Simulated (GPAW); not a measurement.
A calculation with GPAW 26.7.0 of Ge (ASE script, structure by space group and Wyckoff sites):

Contents of run.py:

```python
from ase.dft.bandgap import bandgap
from ase.io import write
from ase.spacegroup import crystal
from ase.units import GPa
from gpaw import GPAW, PW

# Ge 8a
atoms = crystal(['Ge'],
                basis=[[0.25, 0.25, 0.25]],
                spacegroup=227, setting=1,  # Fd-3m
                cellpar=[5.65782, 5.65782, 5.65782, 90.0, 90.0, 90.0],
                primitive_cell=True)

calc = GPAW(mode=PW(450),
            xc='LDA',
            kpts={'size': (7, 7, 7), 'gamma': True},
            occupations={'name': 'fermi-dirac', 'width': 0.01},
            nbands=11,
            convergence={'density': 1e-05, 'energy': 1e-05},
            maxiter=150,
            txt='gpaw.txt')
atoms.calc = calc
energy = atoms.get_potential_energy()
forces = atoms.get_forces()
stress = atoms.get_stress()
calc.write('gs.gpw')
write('result.traj', atoms)
print(f'Energy: {energy:.6f} eV')
print('Forces (eV/A):')
print(forces.round(4))
print('Stress (GPa):', (stress / GPa).round(3))
print('Fermi level:', round(calc.get_fermi_level(), 4), 'eV')
print(f'Gap: {bandgap(calc)[0]:.4f} eV, direct: {bandgap(calc, direct=True)[0]:.4f} eV')
```

Potentials or basis: the program's PAW data sets (release 1.2.1) made for this functional, pw.

The run is started by

```sh
$ OMP_NUM_THREADS=1 python run.py
```

Q: Write the same calculation in another form: ASE script, structure from a CIF.

A: As run:

run.py

```python
import spglib
from ase import Atoms
from ase.dft.bandgap import bandgap
from ase.io import read, write
from ase.units import GPa
from gpaw import GPAW, PW

atoms = read('Ge.cif')
cell, positions, numbers = spglib.find_primitive(
    (atoms.cell[:], atoms.get_scaled_positions(), atoms.numbers), symprec=1e-4)
atoms = Atoms(numbers, cell=cell, scaled_positions=positions, pbc=True)

calc = GPAW(mode=PW(450),
            xc='LDA',
            kpts={'size': (7, 7, 7), 'gamma': True},
            occupations={'name': 'fermi-dirac', 'width': 0.01},
            nbands=11,
            convergence={'density': 1e-05, 'energy': 1e-05},
            maxiter=150,
            txt='gpaw.txt')
atoms.calc = calc
energy = atoms.get_potential_energy()
forces = atoms.get_forces()
stress = atoms.get_stress()
calc.write('gs.gpw')
write('result.traj', atoms)
print(f'Energy: {energy:.6f} eV')
print('Forces (eV/A):')
print(forces.round(4))
print('Stress (GPa):', (stress / GPa).round(3))
print('Fermi level:', round(calc.get_fermi_level(), 4), 'eV')
print(f'Gap: {bandgap(calc)[0]:.4f} eV, direct: {bandgap(calc, direct=True)[0]:.4f} eV')
```

Contents of Ge.cif:

```cif
data_Ge
_cell_length_a 5.65782000
_cell_length_b 5.65782000
_cell_length_c 5.65782000
_cell_angle_alpha 90.00000000
_cell_angle_beta 90.00000000
_cell_angle_gamma 90.00000000
_space_group_name_H-M_alt 'Fd-3m'
_space_group_name_Hall 'F 4d 2 3 -1d'
_space_group_IT_number 227
loop_
_space_group_symop_operation_xyz
'x,y,z'
'-y+1/4,x+1/4,z+1/4'
'-x,-y+1/2,z+1/2'
'y+3/4,-x+1/4,z+3/4'
'x,-y,-z'
'-y+1/4,-x+3/4,-z+3/4'
'-x,y+1/2,-z+1/2'
'y+3/4,x+3/4,-z+1/4'
'z,x,y'
'z+1/4,-y+1/4,x+1/4'
'z+1/2,-x,-y+1/2'
'z+3/4,y+3/4,-x+1/4'
'-z,x,-y'
'-z+3/4,-y+1/4,-x+3/4'
'-z+1/2,-x,y+1/2'
'-z+1/4,y+3/4,x+3/4'
'y,z,x'
'x+1/4,z+1/4,-y+1/4'
'-y+1/2,z+1/2,-x'
'-x+1/4,z+3/4,y+3/4'
'-y,-z,x'
'-x+3/4,-z+3/4,-y+1/4'
'y+1/2,-z+1/2,-x'
'x+3/4,-z+1/4,y+3/4'
'-x+1/4,-y+1/4,-z+1/4'
'y,-x,-z'
'x+1/4,y+3/4,-z+3/4'
'-y+1/2,x,-z+1/2'
'-x+1/4,y+1/4,z+1/4'
'y,x+1/2,z+1/2'
'x+1/4,-y+3/4,z+3/4'
'-y+1/2,-x+1/2,z'
'-z+1/4,-x+1/4,-y+1/4'
'-z,y,-x'
'-z+3/4,x+1/4,y+3/4'
'-z+1/2,-y+1/2,x'
'z+1/4,-x+1/4,y+1/4'
'z+1/2,y,x+1/2'
'z+3/4,x+1/4,-y+3/4'
'z,-y+1/2,-x+1/2'
'-y+1/4,-z+1/4,-x+1/4'
'-x,-z,y'
'y+3/4,-z+3/4,x+1/4'
'x,-z+1/2,-y+1/2'
'y+1/4,z+1/4,-x+1/4'
'x+1/2,z+1/2,y'
'-y+3/4,z+3/4,x+1/4'
'-x+1/2,z,-y+1/2'
'x,y+1/2,z+1/2'
[... 70 lines left out ...]
'x+1/4,-z+1/4,y+1/4'
'-x+3/4,-y+1/4,-z+3/4'
'y+1/2,-x,-z+1/2'
'x+3/4,y+3/4,-z+1/4'
'-y,x,-z'
'-x+3/4,y+1/4,z+3/4'
'y+1/2,x+1/2,z'
'x+3/4,-y+3/4,z+1/4'
'-y,-x+1/2,z+1/2'
'-z+3/4,-x+1/4,-y+3/4'
'-z+1/2,y,-x+1/2'
'-z+1/4,x+1/4,y+1/4'
'-z,-y+1/2,x+1/2'
'z+3/4,-x+1/4,y+3/4'
'z,y,x'
'z+1/4,x+1/4,-y+1/4'
'z+1/2,-y+1/2,-x'
'-y+3/4,-z+1/4,-x+3/4'
'-x+1/2,-z,y+1/2'
'y+1/4,-z+3/4,x+3/4'
'x+1/2,-z+1/2,-y'
'y+3/4,z+1/4,-x+3/4'
'x,z+1/2,y+1/2'
'-y+1/4,z+3/4,x+3/4'
'-x,z,-y'
'x+1/2,y+1/2,z'
'-y+3/4,x+3/4,z+1/4'
'-x+1/2,-y,z+1/2'
'y+1/4,-x+3/4,z+3/4'
'x+1/2,-y+1/2,-z'
'-y+3/4,-x+1/4,-z+3/4'
'-x+1/2,y,-z+1/2'
'y+1/4,x+1/4,-z+1/4'
'z+1/2,x+1/2,y'
'z+3/4,-y+3/4,x+1/4'
'z,-x+1/2,-y+1/2'
'z+1/4,y+1/4,-x+1/4'
'-z+1/2,x+1/2,-y'
'-z+1/4,-y+3/4,-x+3/4'
'-z,-x+1/2,y+1/2'
'-z+3/4,y+1/4,x+3/4'
'y+1/2,z+1/2,x'
'x+3/4,z+3/4,-y+1/4'
'-y,z,-x'
'-x+3/4,z+1/4,y+3/4'
'-y+1/2,-z+1/2,x'
'-x+1/4,-z+1/4,-y+1/4'
'y,-z,-x'
'x+1/4,-z+3/4,y+3/4'
'-x+3/4,-y+3/4,-z+1/4'
'y+1/2,-x+1/2,-z'
'x+3/4,y+1/4,-z+3/4'
'-y,x+1/2,-z+1/2'
'-x+3/4,y+3/4,z+1/4'
'y+1/2,x,z+1/2'
'x+3/4,-y+1/4,z+3/4'
'-y,-x,z'
'-z+3/4,-x+3/4,-y+1/4'
'-z+1/2,y+1/2,-x'
'-z+1/4,x+3/4,y+3/4'
'-z,-y,x'
'z+3/4,-x+3/4,y+1/4'
'z,y+1/2,x+1/2'
'z+1/4,x+3/4,-y+3/4'
'z+1/2,-y,-x+1/2'
'-y+3/4,-z+3/4,-x+1/4'
'-x+1/2,-z+1/2,y'
'y+1/4,-z+1/4,x+1/4'
'x+1/2,-z,-y+1/2'
'y+3/4,z+3/4,-x+1/4'
'x,z,y'
'-y+1/4,z+1/4,x+1/4'
'-x,z+1/2,-y+1/2'
loop_
_atom_site_label
_atom_site_type_symbol
_atom_site_symmetry_multiplicity
_atom_site_Wyckoff_symbol
_atom_site_fract_x
_atom_site_fract_y
_atom_site_fract_z
_atom_site_occupancy
Ge1 Ge 8 a 0.2500000000 0.2500000000 0.2500000000 1
```

Potentials or basis: the program's PAW data sets (release 1.2.1) made for this functional, pw.

Run with:

```bash
$ OMP_NUM_THREADS=1 python run.py
```

Both were run:

|  | ASE script, structure by space group and Wyckoff sites | ASE script, structure from a CIF |
| --- | --- | --- |
| Pressure | -1.0 GPa | -1.0 GPa |
| Band gap on the k mesh | none (metal or under the smearing width) | none (metal or under the smearing width) |

Keys that steer only the numerical path or the files written may differ.

Caveat: the cutoff is short for stress and forces, so pressures can be off by a GPa or more; this crystal is a semiconductor, whose small gap the functional closes, so the metal is an error of the method.
